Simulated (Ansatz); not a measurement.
One atom moved along a line in TiO$_{2}$

Theory: Ansatz, DFT r2SCAN, scalar-relativistic, plane waves, PAW. Cutoff 500 eV, Γ-centred 6×6×6 k-points, Gaussian smearing of 0.05 eV. No spin polarisation. Energies are free energies at this smearing, counted from the undisturbed cell; pressure is positive in compression.

The undisturbed cell (relaxed at this level):

```
Ti O
1.0
     2.67116   -2.67125   -0.02017
     2.67116    2.67125   -0.02017
    -2.63534    0.00000    4.81205
Ti O
2 4
Direct
  0.12497 0.87503 0.25000
  0.87503 0.12497 0.75000
  0.33228 0.08225 0.66454
  0.66772 0.91775 0.33546
  0.91775 0.66772 0.83546
  0.08225 0.33228 0.16454
```

Atom 3 (O) is moved by x along the Cartesian unit vector (0.000, 0.000, 1.000); the cell and all other atoms stay fixed.

```tsv
x (Å)	ΔE (meV/cell)
-0.4500	2715.2
-0.2250	467.6
0.0000	0.0
0.1125	71.4
0.3375	490.8
```

(1) Predict the pressure (GPa) at each point.

Answers

(1)
```
  x (Å) pressure (GPa)
-0.4500            21.4
-0.2250             6.0
 0.0000             0.0
 0.1125            -1.1
 0.3375            -1.6
```

Cost: 5 runs of about 7.3 core-minutes in all, on Intel Xeon Processor @ 2.50GHz (Skylake/Cascade Lake) (shared hosts).